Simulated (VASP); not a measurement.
GaP:

```
CELL_PARAMETERS angstrom
0.00000 2.72581 2.72581
2.72581 0.00000 2.72581
2.72581 2.72581 0.00000
ATOMIC_POSITIONS crystal
Ga 0.00000 0.00000 0.00000
P 0.75000 0.75000 0.75000
```

The cell is a database's computed one.

* Program: VASP 6.6.1
* Task: relaxation of cell and atoms
* Functional: PBE
* Potentials or basis: VASP PAW PBE potentials, release 64 (Ga_d, P)
* Cutoff: 600 eV
* k mesh: 8 × 8 × 8
* Occupations: gaussian, width 0.02 eV
* Spin: no spin polarisation

At the start: pressure 2.4 GPa; volume 20.25 Å³/atom.

Problem. Where does the relaxation end?

Solution. Over 3 steps the energy falls by 4.4 meV/atom and the volume is 20.86 Å³/atom (+3.0 %); space group F-43m (No. 216, to 0.05 Å).

The path:
```csv
step,energy change (eV),largest force (eV/Å),pressure (GPa),volume (Å³)
1,0.0000,0.0000,2.42,40.51
2,-0.0067,0.0000,-1.03,42.33
3,-0.0088,0.0000,0.01,41.71
```

Final structure:
```xyz
2
Lattice="0.0000 2.7526 2.7526 2.7526 0.0000 2.7526 2.7526 2.7526 0.0000" Properties=species:S:1:pos:R:3 pbc="T T T"
Ga    0.0000    0.0000    0.0000
P     4.1289    4.1289    4.1289
```
